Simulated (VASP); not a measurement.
# InSe: the band gap up a ladder of functionals

Aim: the band gap of InSe at many levels of theory on one cell, with the cost of each. The levels: LDA, PBEsol, r2SCAN, TB-mBJ, TPSS, BLYP, HSE06, B3LYP, r2SCANh, PBEsol + SOC and HSE06 + SOC. LASPH is on for some levels and off for others; the table marks which. The start is a cell from a database of measured crystal structures.

Main program and level: VASP 6.6.1; LDA; plane waves and PAW (In_d, Se), in the first sound run; inputs show where later runs differ.

The database entry behind the starting cell differs from later determinations by our own check (c about 1.5 % long), so it need not match the best structure at ambient conditions.

## 1. Starting point

Symmetry: R3m, No. 160, trigonal system. The conventional cell has a = 4.000 Å, b = 4.000 Å, c = 25.320 Å, α = 90.00°, β = 90.00°, γ = 120.00°. Nearest to In lie 3 Se at 2.64 Å and 1 In at 2.82 Å. Nearest to In lie 3 Se at 2.63 Å and 1 In at 2.82 Å. Nearest to Se lie 3 In at 2.64 Å. Nearest to Se lie 3 In at 2.63 Å. Farther neighbours and most contacts between anions are not listed.

Coordinates:

```xyz
4
Lattice="2.0000 1.1547 8.4400 -2.0000 1.1547 8.4400 0.0000 -2.3094 8.4400" Properties=species:S:1:pos:R:3 pbc="T T T"
In    0.0000    0.0000    0.0000
In    0.0000    0.0000    2.8206
Se    0.0000    0.0000   15.6098
Se    0.0000    0.0000   20.9675
```

## 2. Bands with LDA, k 4×4×4

The mesh alone shows little of the dispersion and can miss band extrema, so KPOINTS_OPT adds a path through the symmetry points after the self-consistent cycle. LDA, the lowest rung, knows the local density alone.

INCAR

```
SYSTEM = InSe
PREC = Accurate
ENCUT = 400
EDIFF = 1E-06
NELM = 100
ISMEAR = 0
SIGMA = 0.02
LREAL = .FALSE.
ALGO = Normal
GGA = CA
NBANDS = 33
LORBIT = 11
LWAVE = .FALSE.
LCHARG = .FALSE.
KPAR = 8
```

POSCAR

```
InSe
1.0
    2.0000000000      1.1547005384      8.4400000000
   -2.0000000000      1.1547005384      8.4400000000
    0.0000000000     -2.3094010768      8.4400000000
In Se
2 2
Direct
    0.0000000000      0.0000000000      0.0000000000
    0.1114000000      0.1114000000      0.1114000000
    0.6165000000      0.6165000000      0.6165000000
    0.8281000000      0.8281000000      0.8281000000
```

KPOINTS

```
Automatic mesh
0
Gamma
4 4 4
0 0 0
```

KPOINTS_OPT

```
Line mode
16
Line-mode
Reciprocal
  0.00000000   0.00000000   0.00000000 GAMMA
  0.50000000   0.00000000   0.00000000 L

  0.50000000   0.00000000   0.00000000 L
  0.50000000   0.17914517  -0.17914517 B1

  0.82085483   0.50000000   0.17914517 B
  0.50000000   0.50000000   0.50000000 Z

  0.50000000   0.50000000   0.50000000 Z
  0.00000000   0.00000000   0.00000000 GAMMA

  0.00000000   0.00000000   0.00000000 GAMMA
  0.33957259   0.00000000  -0.33957259 X

  0.66042741   0.33957259   0.00000000 Q
  0.50000000   0.50000000   0.00000000 F

  0.50000000   0.50000000   0.00000000 F
  0.66042741   0.66042741   0.17914517 P1

  0.66042741   0.66042741   0.17914517 P1
  0.50000000   0.50000000   0.50000000 Z

  0.50000000   0.00000000   0.00000000 L
  0.82085483   0.33957259   0.33957259 P
```

Potentials, in the order of the species: In_d and Se (PBE family, release 64).

Run with:

```sh
> mpirun -np 8 vasp_std
```

Output:

```text
[banner, memory and clock lines left out]
running    8 mpi-ranks, on    1 nodes
 distrk:  each k-point on    1 cores,    8 groups
 distr:  one band on    1 cores,    1 groups

 POSCAR found type information on POSCAR InSe
 POSCAR found :  2 types and       4 ions
|                                                                             |
|           W    W    AA    RRRRR   N    N  II  N    N   GGGG   !!!           |
|           W    W   A  A   R    R  NN   N  II  NN   N  G    G  !!!           |
|           W    W  A    A  R    R  N N  N  II  N N  N  G       !!!           |
|           W WW W  AAAAAA  RRRRR   N  N N  II  N  N N  G  GGG   !            |
|           WW  WW  A    A  R   R   N   NN  II  N   NN  G    G                |
|           W    W  A    A  R    R  N    N  II  N    N   GGGG   !!!           |
|                                                                             |
|     For optimal performance we recommend to set                             |
|       NCORE = 2 up to number-of-cores-per-socket                            |
|     NCORE specifies how many cores store one orbital (NPAR=cpu/NCORE).      |
|     This setting can greatly improve the performance of VASP for DFT.       |
|     The default, NCORE=1 might be grossly inefficient on modern             |
|     multi-core architectures or massively parallel machines. Do your        |
|     Unfortunately you need to use the default for GW and RPA                |
|     calculations (for HF NCORE is supported but not extensively tested      |
|     yet).                                                                   |
|                                                                             |

|                                                                             |
|               ----> ADVICE to this user running VASP <----                  |
|                                                                             |
|     You enforced a specific xc type in the INCAR file but a different       |
|     [... a line on the potential file left out ...]
|     I HOPE YOU KNOW WHAT YOU ARE DOING!                                     |
|                                                                             |

 LDA part: xc-table for (Slater(with rela. corr.)+CA(PZ))
 , standard interpolation
 POSCAR, INCAR and KPOINTS ok, starting setup
 FFT: planning ... GRIDC
 FFT: planning ... GRID_SOFT
 FFT: planning ... GRID
 WAVECAR not read
 entering main loop
       N       E                     dE             d eps       ncg     rms          rms(c)
DAV:   1     0.317625993265E+03    0.31763E+03   -0.14182E+04   866   0.105E+03
DAV:   2     0.204669821183E+02   -0.29716E+03   -0.28197E+03   882   0.306E+02
DAV:   3    -0.155877686788E+02   -0.36055E+02   -0.35467E+02  1046   0.117E+02
DAV:   4    -0.171664562520E+02   -0.15787E+01   -0.15746E+01  1036   0.257E+01
DAV:   5    -0.172423514481E+02   -0.75895E-01   -0.75883E-01  1340   0.523E+00    0.676E+00
DAV:   6    -0.167109843441E+02    0.53137E+00   -0.79835E-01  1251   0.148E+01    0.397E+00
DAV:   7    -0.166652190498E+02    0.45765E-01   -0.30564E-01  1196   0.393E+00    0.109E+00
DAV:   8    -0.166600757699E+02    0.51433E-02   -0.28872E-02  1323   0.154E+00    0.700E-01
DAV:   9    -0.166588729995E+02    0.12028E-02   -0.46769E-03  1115   0.410E-01    0.143E-01
DAV:  10    -0.166588924422E+02   -0.19443E-04   -0.25346E-04  1196   0.120E-01    0.751E-02
DAV:  11    -0.166589082730E+02   -0.15831E-04   -0.37247E-05  1140   0.517E-02    0.272E-02
DAV:  12    -0.166589052241E+02    0.30490E-05   -0.65157E-06  1171   0.241E-02    0.104E-02
DAV:  13    -0.166589054478E+02   -0.22371E-06   -0.17390E-06   801   0.744E-03
   1 F= -.16658905E+02 E0= -.16658905E+02  d E =-.495290E-14
 Start KPOINTS_OPT (optional k-point list driver)
k-point batch [1-13\144]
       N       E                     dE             ncg
DAV:   1     0.134673924335E+04   -0.36656E+04      866
DAV:   2    -0.254809998729E+04   -0.38948E+04      890
DAV:   3    -0.303835269204E+04   -0.49025E+03     1059
DAV:   4    -0.306002126429E+04   -0.21669E+02     1012
DAV:   5    -0.306101548698E+04   -0.99422E+00     1332
DAV:   6    -0.306102930121E+04   -0.13814E-01     1092
DAV:   7    -0.306102992563E+04   -0.62442E-03     1283
DAV:   8    -0.306102994083E+04   -0.15200E-04     1092
DAV:   9    -0.306102994120E+04   -0.37630E-06      707
[...]
k-point batch [144-144\144]
       N       E                     dE             ncg
DAV:   1     0.122804745435E+05   -0.92050E+03       66
DAV:   2     0.119945723697E+05   -0.28590E+03       74
DAV:   3     0.119582751714E+05   -0.36297E+02       83
DAV:   4     0.119566399350E+05   -0.16352E+01       76
DAV:   5     0.119565551941E+05   -0.84741E-01      116
DAV:   6     0.119565546154E+05   -0.57871E-03       76
DAV:   7     0.119565545826E+05   -0.32808E-04      100
DAV:   8     0.119565545818E+05   -0.79035E-06       68
```

The job ended after 2.1 min (8 MPI ranks of Intel Xeon 6975P-C (Granite Rapids), shared host; peak memory 2.9 GiB).

Lines that name or quote the potential files are left out of all logs, and their timing lines are given in words.

From OUTCAR (step 2):

```text
ion  position               nearest neighbor table
   1  0.000  0.000  0.000-   3 2.64   3 2.64   3 2.64   2 2.82
   2  0.111  0.111  0.111-   4 2.63   4 2.63   4 2.63   1 2.82
   3  0.617  0.617  0.617-   1 2.64   1 2.64   1 2.64
   4  0.828  0.828  0.828-   2 2.63   2 2.63   2 2.63

  LATTYP: Found a trigonal (rhomboedric) cell.
 ALAT       =     8.7502533297
 COS(alpha) =     0.8955162542

 Subroutine GETGRP returns: Found  6 space group operations
 (whereof  6 operations were pure point group operations)

The static configuration has the point symmetry C_3v.

 Found     13 irreducible k-points:

   k-points           NKPTS =     13   k-points in BZ     NKDIM =     13   number of bands    NBANDS=     33

   dimension x,y,z NGX =    60 NGY =   60 NGZ =   60
   dimension x,y,z NGXF=   120 NGYF=  120 NGZF=  120

   ENCUT  =  400.0 eV  29.40 Ry    5.42 a.u.  14.27 14.27 14.27*2*pi/ulx,y,z

   NELECT =      38.0000    total number of electrons

 k-points in reciprocal lattice and weights: Automatic mesh
   0.00000000  0.00000000  0.00000000       0.016
   0.25000000 -0.00000000  0.00000000       0.094
   0.50000000 -0.00000000  0.00000000       0.047
   0.25000000  0.25000000  0.00000000       0.094
   0.50000000  0.25000000  0.00000000       0.188
  -0.25000000  0.25000000  0.00000000       0.094
   0.50000000  0.50000000  0.00000000       0.047
   0.25000000  0.25000000  0.25000000       0.031
   0.50000000  0.25000000  0.25000000       0.094
  -0.25000000  0.25000000  0.25000000       0.094
   0.50000000  0.50000000  0.25000000       0.094
  -0.25000000  0.50000000  0.25000000       0.094
   0.50000000  0.50000000  0.50000000       0.016

 average (electrostatic) potential at core
       1 -97.0431       2 -97.0431       3 -53.9911       4 -53.9902

 E-fermi :   3.9270

 k-point     1 :       0.0000    0.0000    0.0000
  band No.  band energies     occupation
    ...
     15       2.2397      2.00000
     16       2.5293      2.00000
     17       2.5293      2.00000
     18       2.6218      2.00000
     19       2.6218      2.00000
     20       5.3820      0.00000
     21       5.7364      0.00000
     22       8.1133      0.00000
     23       8.1133      0.00000
     24       8.8768      0.00000
    ...

 k-point     2 :       0.2500   -0.0000    0.0000
  band No.  band energies     occupation
    ...
     15       0.2903      2.00000
     16       1.7691      2.00000
     17       1.9259      2.00000
     18       2.0640      2.00000
     19       2.7954      2.00000
     20       5.7071      0.00000
     21       5.8980      0.00000
     22       7.7302      0.00000
     23       7.9399      0.00000
     24       8.5016      0.00000
    ...

 k-point     3 :       0.5000   -0.0000    0.0000
  band No.  band energies     occupation
    ...
     15       0.3203      2.00000
     16       1.4074      2.00000
     17       1.4743      2.00000
     18       1.5749      2.00000
     19       2.1236      2.00000
     20       4.9056      0.00000
     21       5.6614      0.00000
     22       7.3270      0.00000
     23       7.6899      0.00000
     24       8.5605      0.00000
    ...

  Total       -0.3520280     -0.3520280     -1.6229381     -0.0000000      0.0000000      0.0000000
  in kB       -4.8227498     -4.8227498    -22.2340964     -0.0000000      0.0000000      0.0000000
  external PRESSURE =     -10.6265320 kB  Pullay stress =       0.0000000 kB

  energy-cutoff  :      400.00
  volume of cell :      116.95
      direct lattice vectors                 reciprocal lattice vectors
     2.000000000  1.154700538  8.440000000     0.250000000  0.144337567  0.039494471
    -2.000000000  1.154700538  8.440000000    -0.250000000  0.144337567  0.039494471
     0.000000000 -2.309401077  8.440000000     0.000000000 -0.288675135  0.039494471

 POSITION                                       TOTAL-FORCE (eV/Angst)
 -----------------------------------------------------------------------------------
      0.00000      0.00000      0.00000         0.000000     -0.000000      0.239810
      0.00000      0.00000      2.82065         0.000000      0.000000     -0.255521
      0.00000      0.00000     15.60978         0.000000     -0.000000      0.026742
      0.00000      0.00000     20.96749         0.000000     -0.000000     -0.011031
 -----------------------------------------------------------------------------------
    total drift:                                0.000000     -0.000000     -0.000320

  FREE ENERGIE OF THE ION-ELECTRON SYSTEM (eV)
  ---------------------------------------------------
  free  energy   TOTEN  =       -16.6589054478 eV

  energy  without entropy=      -16.6589054478  energy(sigma->0) =      -16.65890545

 total charge
# of ion       s       p       d       tot
------------------------------------------
    1        0.865   0.681   9.890  11.436
    2        0.865   0.682   9.890  11.438
    3        1.478   2.325   0.023   3.826
    4        1.477   2.326   0.024   3.827
--------------------------------------------------
tot          4.686   6.014  19.827  30.527

[... 3 further parts left out ...]
```

Spin-orbit coupling is off here; with elements this heavy it splits and shifts levels by tenths of an eV or more. The PAW data sets were made with PBE, though LDA sets exist; this is a small mismatch.

This step gave:

* SCF cycles: 13
* electrons: 38
* bands: 33
* irreducible k-points: 13
* symmetry operations: 6
* free energy (TOTEN): -16.66 eV
* Fermi energy: 3.927 eV
* pressure: -1.063 GPa
* metallic: no
* least gap on mesh and path: 0.2208 eV
* least direct gap on mesh and path: 0.2209 eV
* valence top at k: 0.5, 0.5, 0.5
* conduction bottom at k: 0.5, 0.5, 0.5
* least direct gap at k: 0.5, 0.5, 0.5

Electronic bands along the path, in eV, zero at the valence-band top; v1 is the highest filled band, c1 the lowest empty one:

| point | v4 | v3 | v2 | v1 | c1 | c2 | c3 | c4 |
| --- | --- | --- | --- | --- | --- | --- | --- | --- |
| Γ | -1.30 | -1.30 | -1.21 | -1.21 | 1.55 | 1.91 | 4.29 | 4.29 |
| 0.53 of the way | -2.08 | -1.96 | -1.82 | -1.05 | 1.77 | 2.03 | 3.83 | 4.15 |
| L | -2.42 | -2.35 | -2.25 | -1.70 | 1.08 | 1.83 | 3.50 | 3.86 |
| 0.47 of the way | -3.28 | -2.92 | -2.16 | -1.58 | 1.76 | 2.23 | 3.35 | 4.18 |
| B1 | -3.72 | -2.55 | -2.27 | -1.79 | 1.64 | 2.33 | 3.28 | 4.28 |
| jump to B | -3.72 | -2.55 | -2.27 | -1.79 | 1.64 | 2.33 | 3.28 | 4.28 |
| 0.47 of the way | -2.97 | -2.59 | -2.23 | -0.78 | 2.31 | 2.61 | 3.94 | 4.32 |
| Z | -1.37 | -1.13 | -1.13 | 0.00 | 0.22 | 1.97 | 4.20 | 4.20 |
| 0.47 of the way | -1.35 | -1.16 | -1.16 | -0.90 | 1.03 | 1.96 | 4.24 | 4.24 |
| Γ | -1.30 | -1.30 | -1.21 | -1.21 | 1.55 | 1.91 | 4.29 | 4.29 |
| 0.53 of the way | -2.58 | -2.52 | -1.84 | -1.01 | 2.03 | 2.39 | 3.35 | 4.43 |
| X | -3.74 | -2.59 | -2.24 | -1.76 | 1.69 | 2.23 | 3.32 | 4.25 |
| jump to Q | -3.74 | -2.59 | -2.24 | -1.76 | 1.69 | 2.23 | 3.32 | 4.25 |
| 0.47 of the way | -3.02 | -2.61 | -2.49 | -1.63 | 1.64 | 1.98 | 3.59 | 4.15 |
| F | -2.69 | -2.52 | -2.06 | -1.54 | 1.02 | 1.87 | 3.15 | 3.49 |
| 0.47 of the way | -2.67 | -2.51 | -2.07 | -1.58 | 1.08 | 1.82 | 3.16 | 3.53 |
| P1 | -2.61 | -2.49 | -2.09 | -1.68 | 1.25 | 1.69 | 3.22 | 3.65 |
| 0.47 of the way | -3.03 | -2.03 | -1.67 | -0.65 | 1.87 | 2.32 | 3.82 | 4.13 |
| Z | -1.37 | -1.13 | -1.13 | 0.00 | 0.22 | 1.97 | 4.20 | 4.20 |
| jump to L | -2.42 | -2.35 | -2.25 | -1.70 | 1.08 | 1.83 | 3.50 | 3.86 |
| 0.47 of the way | -2.43 | -2.42 | -2.18 | -1.75 | 1.23 | 1.68 | 3.40 | 3.85 |
| P | -2.61 | -2.49 | -2.09 | -1.68 | 1.25 | 1.69 | 3.22 | 3.65 |

Of the projections kept (In, Se), the largest for each band there; the rest of the weight can lie on other orbitals:

```csv
point,v4,v3,v2,v1,c1,c2,c3,c4
Γ,Se 0.87,Se 0.87,Se 0.84,Se 0.84,Se 0.64,In 0.70,In 0.83,In 0.83
L,Se 0.71,Se 0.79,Se 0.75,Se 0.57,In 0.57,In 0.54,In 0.64,In 0.67
B1,Se 0.71,Se 0.76,Se 0.76,In 0.57,In 0.57,In 0.59,Se 0.53,In 0.51
B,Se 0.71,Se 0.76,Se 0.76,In 0.57,In 0.57,In 0.59,Se 0.53,In 0.51
Z,Se 0.85,Se 0.86,Se 0.86,Se 0.75,Se 0.51,In 0.63,In 0.83,In 0.83
Γ,Se 0.86,Se 0.86,Se 0.84,Se 0.84,Se 0.64,In 0.70,In 0.83,In 0.83
```

Force by atom:

| atom | x (eV/Å) | y (eV/Å) | z (eV/Å) | size |
| --- | --- | --- | --- | --- |
| In1 | 0.000 | 0.000 | 0.240 | 0.240 |
| In2 | 0.000 | 0.000 | -0.256 | 0.256 |
| Se3 | 0.000 | 0.000 | 0.027 | 0.027 |
| Se4 | 0.000 | 0.000 | -0.011 | 0.011 |

The gap is 0.22 eV, direct at Z.

(Continued in part 2 of 6.)

[Lines on the potential files, build, host, timing and source positions are cut from VASP's logs without a mark.]

[Logs are printed without paths, hosts, clocks, repeated set-up lines and the standing remarks that a program may print on its own settings, such as how far it seeks lower states.]

[Hosts, paths, dates, database ids (printed as entryN), source tags and the programs' standing remarks are cut or masked in the printed files.]

[A measured line is paired with the nearest computed mode of its activity, which favours agreement.]
